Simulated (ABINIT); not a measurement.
Runs of ABINIT 10.8.3 (patched build) on MoP. Symmetry: P-6m2, No. 187, hexagonal system. The conventional cell has a = 3.223 Å, b = 3.223 Å, c = 3.191 Å, α = 90.00°, β = 90.00°, γ = 120.00°. Mo (site symmetry -6m2) is surrounded by 6 P at 2.45 Å. Around P (site symmetry -6m2) lie 6 Mo at 2.45 Å. 

```csv
task,level,potentials or basis,k mesh,cutoff (eV),fine-grid cutoff,mesh quality,gap on the mesh (eV),pressure (GPa),V0 of scaled cells (Å³/atom),B0 (GPa)
band structure,LDA,JTH PAW LDA v2.0,10 × 10 × 8,544,1088.46 eV,not flagged,none,-7.1,-,-
band structure,revPBE,JTH PAW PBE v2.0,10 × 10 × 8,544,1088.46 eV,not flagged,none,4.7,-,-
single point,r2SCAN,JTH PAW PBE v2.0,6 × 6 × 5,653,1251.72 eV,coarse,none,(a),-,-
equation of state,LDA,JTH PAW LDA v2.0,10 × 10 × 8,544,1088.46 eV,not flagged,-,-,13.93,(c)
band structure,SOGGA,JTH PAW PBE v2.0,10 × 10 × 8,544,1088.46 eV,not flagged,none,-5.7,-,-
band structure,PBEsol,JTH PAW PBE v2.0,10 × 10 × 8,544,1088.46 eV,not flagged,none,-3.1,-,-
band structure,RPBE,JTH PAW PBE v2.0,10 × 10 × 8,544,1088.46 eV,not flagged,none,5.4,-,-
band structure,PW91,JTH PAW PBE v2.0,10 × 10 × 8,544,1088.46 eV,not flagged,none,3.6,-,-
single point,PBEsol,JTH PAW PBE v2.0,13 × 13 × 10,544,1088.46 eV,not flagged,none,-3.1,-,-
equation of state,RPBE,JTH PAW PBE v2.0,10 × 10 × 8,544,1088.46 eV,not flagged,-,-,(b),216
```

Alike in all rows: no spin polarisation; cell as given; smearing fermi-dirac 0.05 eV.

Q: Fill in the values left out.

A: (a) 1.9; (b) 14.71; (c) 251.

Caveats: some runs use coarse meshes; the PAW data sets were made with another functional, which shifts forces and pressure a little (some runs); pressures at fixed basis lie under the slope of the energies (some runs); the cell was scaled at fixed shape and fractional positions, which overstates the stiffness of a crystal with free parameters, most of all of layers and chains (some runs).

A k mesh can miss the band edges, and the runs leave out spin-orbit coupling on Mo.

A gap of «none» marks a metal or a gap under the smearing width.

Runs at the PBE level aren't shown here.
